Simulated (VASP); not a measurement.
# BeTe (I4mm) in VASP: relaxation of cell and atoms with PBE

Aim: the relaxation of cell and atoms of BeTe with PBE.

Everything below comes from runs of VASP 6.6.1. Logs are shortened: lines on timing, memory, paths and dates and some standing lists are left out, and cuts for length are marked.

### Step 1. Starting point

It takes space group I4mm (No. 107, tetragonal). The conventional cell has a = 3.665 Å, b = 3.665 Å, c = 5.793 Å, α = 90.00°, β = 90.00°, γ = 90.00°. Be (site symmetry 4mm) has 5 Te at 2.49 to 2.62 Å as nearest neighbours. Around Te (site symmetry 4mm) lie 5 Be at 2.49 to 2.62 Å.

The cell was built by a generator and needn't be a form met in nature.

### Step 2. Relaxation of cell and atoms, PBE

INCAR reads:

```
SYSTEM = BeTe
ALGO = Fast ; EDIFF = 1E-4
EDIFFG = -0.08 ; ENCUT = 520
GGA = PE ; IBRION = 2
ISIF = 3 ; ISMEAR = 0
LASPH = .TRUE. ; LCHARG = .FALSE.
LREAL = .FALSE. ; LWAVE = .FALSE.
NELM = 60 ; NSW = 24
PREC = Normal ; SIGMA = 0.15
```

KPOINTS reads:

```
k-points
0
G
  6 6 6
  0 0 0
```

POSCAR reads:

```
BeTe
1.0
   -1.8326703600      1.8326703600      2.8964782900
    1.8326703600     -1.8326703600      2.8964782900
    1.8326703600      1.8326703600     -2.8964782900
Be Te
1 1
Direct
    0.5713921200      0.5713921200      0.0000000000
    0.0006089000      0.0006089000      0.0000000000
```

Potentials or basis: VASP PAW PBE potentials, release 64 (Be, Te).

Run with:

```bash
$ cat potpaw_PBE.64/Be/POTCAR potpaw_PBE.64/Te/POTCAR > POTCAR
$ mpirun -np 1 vasp_std > vasp.out
```

OUTCAR:

```text
SYSTEM = BeTe
   EDIFF = 1E-4
   EDIFFG = -0.08
   ENCUT = 520
   GGA = PE
   IBRION = 2
   ISIF = 3
   ISMEAR = 0
   LASPH = .TRUE.
   LREAL = .FALSE.
   NELM = 60
   NSW = 24
   PREC = Normal

 ion  position               nearest neighbor table
   1  0.571  0.571  0.000-   2 2.49   2 2.62   2 2.62   2 2.62   2 2.62
   2  0.001  0.001  0.000-   1 2.49   1 2.62   1 2.62   1 2.62   1 2.62

  LATTYP: Found a body centered tetragonal cell.
 ALAT       =     3.6653407200
 C/A-ratio  =     1.5804687811

  Lattice vectors:

 A1 = (  -1.8326703600,   1.8326703600,   2.8964782900)
 A2 = (   1.8326703600,  -1.8326703600,   2.8964782900)
 A3 = (   1.8326703600,   1.8326703600,  -2.8964782900)

Analysis of symmetry for initial positions (statically):
=====================================================================
 Subroutine PRICEL returns:
 Original cell was already a primitive cell.

 Routine SETGRP: Setting up the symmetry group for a
 body centered tetragonal supercell.

 Subroutine GETGRP returns: Found  8 space group operations
 (whereof  8 operations were pure point group operations)
 out of a pool of 16 trial point group operations.

The static configuration has the point symmetry C_4v.

Analysis of symmetry for dynamics (positions and initial velocities):
=====================================================================
 Subroutine PRICEL returns:
 Original cell was already a primitive cell.

 Routine SETGRP: Setting up the symmetry group for a
 body centered tetragonal supercell.

 Subroutine GETGRP returns: Found  8 space group operations
 (whereof  8 operations were pure point group operations)
 out of a pool of 16 trial point group operations.

The dynamic configuration has the point symmetry C_4v.

 Subroutine INISYM returns: Found  8 space group operations
 (whereof  8 operations are pure point group operations),
 and found     1 'primitive' translations

----------------------------------------------------------------------------------------

                                     Primitive cell

  volume of cell :      38.9134

[... 100 lines left out ...]
   NUPDOWN=      -1.0000    fix difference up-down
   EMIN   =  10.00;   EMAX   =-10.00  energy-range for DOS
   EFERMI =   0.00;   METHOD = LEGACY
   ISMEAR =     0;   SIGMA  =   0.15  broadening in eV -4-tet -1-fermi 0-gaus
   EFERMI_NEDOS =   21; number of points for ismear=-14 and -15
   IALGO  =     68    algorithm
   IMIX   =      4    mixing-type and parameters
     AMIX     =   0.40;   BMIX     =  1.00
     AMIX_MAG =   1.60;   BMIX_MAG =  1.00
  volume/ion in A,a.u.               =      19.46       131.30
  Fermi-wavevector in a.u.,A,eV,Ry     =   0.966211  1.825873 12.701897  0.933563
  Thomas-Fermi vector in A             =   2.095993
   LORBIT       =      0    0 simple, 1 ext, 2 COOP (PROOUT), +10 PAW based schemes
   GGA     = PE    functional components
   LHFCALC =     F    Hartree Fock is set to
   AEXX    =    0.0000 exact exchange contribution
   IVDW    =     0    specifies the selected vdW correction
   LEPSILON=     F    determine dielectric tensor
   LRPA    =     F    only Hartree local field effects (RPA)
 conjugate gradient relaxation of ions
 non-spin polarized calculation
 RMM-DIIS sequential band-by-band and
 Gauss-broadening in eV      SIGMA  =   0.15
  energy-cutoff  :      520.00
  volume of cell :       38.91
 maximum number of plane-waves:      1063
   NGX = 15   NGY = 15   NGZ = 15

--------------------------------------- Ionic step        1  -------------------------------------------

 number of electron       7.9999999 magnetization

 Free energy of the ion-electron system (eV)
  ---------------------------------------------------
  ext. energy  EPLUGINS =         0.00000000
  ---------------------------------------------------
  free energy    TOTEN  =        -6.69859820 eV

  energy without entropy =       -6.68573216  energy(sigma->0) =       -6.69216518

------------------------ aborting loop because EDIFF is reached ----------------------------------------

  FORCE on cell =-STRESS in cart. coord.  units (eV):
  Direction    XX          YY          ZZ          XY          YZ          ZX
  --------------------------------------------------------------------------------------
  -------------------------------------------------------------------------------------
  Total        0.1828571      0.1828571      0.8548853      0.0000000      0.0000000      0.0000000
  in kB        7.5287588      7.5287588     35.1981180      0.0000000      0.0000000      0.0000000
  external PRESSURE =      16.7518786 kB  Pullay stress =       0.0000000 kB
[... 239 lines left out ...]
--------------------------------------- Ionic step        8  -------------------------------------------

 number of electron       7.9999998 magnetization

 Free energy of the ion-electron system (eV)
  ---------------------------------------------------
  ext. energy  EPLUGINS =         0.00000000
  ---------------------------------------------------
  free energy    TOTEN  =        -6.79189770 eV

  energy without entropy =       -6.78360536  energy(sigma->0) =       -6.78775153

 E-fermi :   6.7207     XC(G=0):  -9.6316

 val. band max:        6.6449030912   @ k =   0.3333  -0.0000   0.0000
 cond. band min:       6.7990340940   @ k =   0.3333   0.3333   0.1667
 fundamental gap:      0.1541310028
 Fermi energy:         6.7207405440

 k-point     1 :       0.0000    0.0000    0.0000
  band No.  band energies     occupation
      1      -6.5672      2.00000
      2       6.0347      2.00000
      3       6.1938      2.00000
      4       6.1938      2.00000
      5       9.3831      0.00000
      6      10.2089      0.00000
      7      11.7136      0.00000
      8      11.7136      0.00000
[... 243 lines left out ...]
 k-point    24 :      -0.1667   -0.3333    0.1667
  band No.  band energies     occupation
      1      -5.7208      2.00000
      2       2.4642      2.00000
      3       4.1081      2.00000
      4       5.4933      2.00000
      5       9.1599      0.00000
      6      11.5048      0.00000
      7      12.7868      0.00000
      8      12.8396      0.00000

 [... further k-points ...]

------------------------ aborting loop because EDIFF is reached ----------------------------------------

  FORCE on cell =-STRESS in cart. coord.  units (eV):
  Direction    XX          YY          ZZ          XY          YZ          ZX
  --------------------------------------------------------------------------------------
  -------------------------------------------------------------------------------------
  Total        0.0084114      0.0084114      0.0582133      0.0000000      0.0000000      0.0000000
  in kB        0.3297417      0.3297417      2.2820622      0.0000000      0.0000000      0.0000000
  external PRESSURE =       0.9805152 kB  Pullay stress =       0.0000000 kB
[... 17 lines left out ...]
  FREE ENERGIE OF THE ION-ELECTRON SYSTEM (eV)
  ---------------------------------------------------
  free  energy   TOTEN  =        -6.7918977003 eV

  energy  without entropy=       -6.7836053577  energy(sigma->0) =       -6.78775153

 reached required accuracy - stopping structural energy minimisation
```

OSZICAR:

```text
N       E                     dE             d eps       ncg     rms          rms(c)
DAV:   1     0.135142780398E+02    0.13514E+02   -0.31384E+03   480   0.776E+02
DAV:   2    -0.629935778910E+01   -0.19814E+02   -0.19398E+02   760   0.957E+01
DAV:   3    -0.673128994380E+01   -0.43193E+00   -0.42890E+00   608   0.157E+01
DAV:   4    -0.673290372925E+01   -0.16138E-02   -0.16137E-02   808   0.113E+00
[... 45 lines left out ...]
       N       E                     dE             d eps       ncg     rms          rms(c)
DAV:   1    -0.679667064966E+01   -0.55312E-02   -0.11053E-01   536   0.179E+00    0.329E-01
RMM:   2    -0.679264839978E+01    0.40222E-02   -0.48019E-03   480   0.514E-01    0.139E-01
RMM:   3    -0.679195961372E+01    0.68879E-03   -0.18779E-03   480   0.275E-01    0.547E-02
RMM:   4    -0.679189770031E+01    0.61913E-04   -0.15379E-04   320   0.113E-01
   8 F= -.67918977E+01 E0= -.67877515E+01  d E =-.469178E-02
```

CONTCAR:

```text
BeTe
   1.00000000000000
    -1.8086051899736162    1.8086051899736162    3.1236156624929339
     1.8086051899736162   -1.8086051899736162    3.1236156624929339
     1.8086051899736162    1.8086051899736162   -3.1236156624929339
  Be              Te
     1     1
Direct
     0.5902875290358774    0.5902875290358774    0.0000000000000000
     0.9817134909641244    0.9817134909641244    0.0000000000000000

  0.00000000E+00  0.00000000E+00  0.00000000E+00
  0.00000000E+00  0.00000000E+00  0.00000000E+00
```

Run time: 14 s. Hardware: 1 thread of Intel Xeon Platinum 8488C (Sapphire Rapids), shared host; peak memory 0.14 GiB.

What came out:

| Property | Result |
| --- | --- |
| Free energy | -6.7919 eV |
| Relaxed volume | 20.44 Å³/atom |
| Relaxed cell | a = 4.037 Å, b = 4.037 Å, c = 4.037 Å, α = 126.77°, β = 126.77°, γ = 78.62° |
| Space group after relaxing (to 0.05 Å) | I4mm (No. 107) |
| Energy gained by relaxing | 46.6 meV/atom |
| Ionic steps | 8 |
| Pressure after relaxing | 0.1 GPa |
| Band gap on the k mesh | none (metal or under the smearing width) |

Forces in eV/Å, atoms in the order of the input:
```
Be   0.000  0.000 -0.003
Te   0.000  0.000  0.003
```

Step by step:
```csv
step,energy change (eV),largest force (eV/Å),pressure (GPa),volume (Å³)
1,0.0000,0.4008,1.68,38.91
2,-0.0291,0.4196,0.05,40.07
3,-0.0518,0.3784,-2.64,42.42
4,-0.0684,0.2836,-2.29,42.33
5,-0.0884,0.0758,-1.24,42.04
6,-0.0886,0.0235,-1.37,42.08
7,-0.0925,0.0139,-0.70,41.47
8,-0.0933,0.0028,0.10,40.87
```

Final structure:
```xyz
2
Lattice="-1.8086 1.8086 3.1236 1.8086 -1.8086 3.1236 1.8086 1.8086 -3.1236" Properties=species:S:1:pos:R:3 pbc="T T T"
Be    0.0000    0.0000    3.6877
Te    0.0000    0.0000    6.1330
```

Caveat: the k mesh is coarse (spacing up to 0.40 Å⁻¹), so the values aren't converged; the relaxation stopped at a loose force limit of 0.08 eV/Å, so its end isn't a converged minimum. Spin-orbit coupling is left out, which matters for the levels of Te.
